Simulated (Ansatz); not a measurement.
Reaction (formal exchange of groups at the Si–C bond): `N[SiH2]/C=C/[SiH3]` + `C=CCC` → `C=C([SiH3])CC` + `C=C[SiH2]N`

Isolated molecules relaxed with PBE0-D4/def2-TZVP in Ansatz; ΔE leaves out vibrations. CCSD(T)/CBS adds triple-zeta CCSD(T) − MP2 to the extrapolated MP2 energy (def2 sets, frozen cores). DFT in def2-TZVPP. Each species was taken in one conformer, which may not be the lowest.

| level | ΔE (kJ/mol) | difference from CCSD(T)/CBS |
| --- | --- | --- |
| BLYP-D4 | 3.5 | 0.5 |
| B97M-V | 4.9 | 1.9 |
| PBE0-D4 | 4.1 | 1.1 |
| BHLYP-D4 | 4.0 | 1.0 |
| CAM-B3LYP-D4 | 4.8 | 1.8 |
| ωB97X-V | 3.4 | 0.4 |
| r2SCAN | 5.5 | 2.5 |
| r2SCANh | 5.5 | 2.5 |
| LC-ωPBE | 6.1 | 3.1 |
| CCSD(T)/def2-SVP | 3.4 | 0.4 |
| HF/def2-TZVPP | 9.8 | 6.8 |
| MP2/def2-TZVPP | 1.7 | -1.3 |
| SCS-MP2/def2-TZVPP | 3.1 | 0.1 |
| MP2/def2-QZVPP | 1.8 | -1.2 |
| MP2/CBS(def2) | 1.8 | -1.2 |
| CCSD/CBS(def2) | 4.1 | 1.1 |
| CCSD(T)/CBS | 3.0 | 0 |

Largest T1 diagnostic among the species: 0.011.

In def2-TZVPP, CCSD(T) changes the Hartree–Fock value by −6.8 kJ/mol (the triples alone add −1.1 kJ/mol) and MP2 by −8.1 kJ/mol. Leaving LDA and LC-ωPBE aside and taking each functional with its dispersion term where it has one, the values, not all of them listed here, spread over 4.0 kJ/mol, from revPBE-D4 to B2PLYP. LDA lies −3.7 kJ/mol from PBE without D4. The D4 term adds −5.2 kJ/mol with B3LYP and −2.8 kJ/mol with PBE0; it sums over pairs of atoms, weighted by their polarisabilities, and B3LYP, whose exchange is more repulsive, gets the larger term.

CCSD(T)/CBS has its own doubt, a few kJ/mol and more with outer-core shells, so smaller differences from it don't rank the levels.

B3LYP here is the variant with VWN-RPA as its local correlation; programs differ in this.
